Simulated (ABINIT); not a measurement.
Crystal: Ag.

```
Ag
1.0
     0.00000    2.04275    2.04275
     2.04275    0.00000    2.04275
     2.04275    2.04275    0.00000
Ag
1
Direct
  0.00000 0.00000 0.00000
```

Base run:

* Program: ABINIT 10.8.3 (patched build)
* Functional: WC
* Potentials or basis: JTH PAW PBE v2.0
* Cutoff: 544 eV
* k mesh: 11 × 11 × 11
* Occupations: fermi-dirac, width 0.05 eV
* Spin: no spin polarisation

Its results: band gap on the k mesh none (metal or under the smearing width); pressure -2.2 GPa.

The run is repeated on the same cell with these changes: functional from WC to BLYP. What comes out?

Band gap on the k mesh none (metal or under the smearing width); pressure 12.0 GPa.

BLYP binds less tightly than WC, so the same cell stands under more pressure.

Caveats: the PAW data sets were made with another functional, which shifts forces and pressure a little.
